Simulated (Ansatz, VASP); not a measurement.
Mg: programs and potentials compared

The starting cell:

```
Mg
1.0
     3.20930    0.00000    0.00000
    -1.60465    2.77934    0.00000
     0.00000    0.00000    5.21030
Mg
2
Direct
  0.66667 0.33333 0.75000
  0.33333 0.66667 0.25000
```

Alike in all runs: task relaxation of cell and atoms; functional PBEsol; k mesh 10 × 10 × 5; occupations fermi-dirac, width 0.05 eV; no spin polarisation; no spin-orbit coupling.

```
                        program and potentials  plane-wave cutoff (eV)                                                                                          notes  equilibrium volume (Å³/atom)
                            Ansatz, Ansatz PAW                     420  potentials made for PBE, which Ansatz adapts in part; 10 valence electrons an atom on average                         22.57
Ansatz, all-electron LAPW, scalar-relativistic                       -                                                                                              -                         22.56
                VASP, PBE PAW files Mg, 600 eV                     600                                potentials made for PBE; 2 valence electrons an atom on average                         22.55
```

The equilibrium volume spans 22.55 (VASP, PBE PAW files Mg, 600 eV) to 22.57 Å³/atom (Ansatz, Ansatz PAW), with all-electron results at 22.56. Relaxations stop with a little pressure left, so the last digit of a volume isn't settled.

Differences between rows come from potentials, basis sets and numerical settings, since the functional is the same but for its coding. Runs on potential files found faulty are left out.
